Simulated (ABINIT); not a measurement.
Zr:

```
Zr
1.0
     3.23200    0.00000    0.00000
    -1.61600    2.79899    0.00000
     0.00000    0.00000    5.14700
Zr
2
Cartesian
  1.6160 0.9330 3.8603
  0.0000 1.8660 1.2868
```

Base run:

```yaml
Program: ABINIT 10.8.3 (patched build)
Functional: LDA
Potentials_or_basis: JTH PAW LDA v2.0
Cutoff: 463 eV
k_mesh: 12 × 12 × 6
Occupations: fermi-dirac, width 0.05 eV
Spin: no spin polarisation
```

Its results: band gap on the k mesh none (metal or under the smearing width); pressure -6.1 GPa.

Problem. The run is repeated on the same cell with these changes: k mesh from 12 × 12 × 6 to 4 × 4 × 2. What comes out?

Solution. Band gap on the k mesh none (metal or under the smearing width); pressure -5.6 GPa.

Caveats: some runs use coarse meshes.
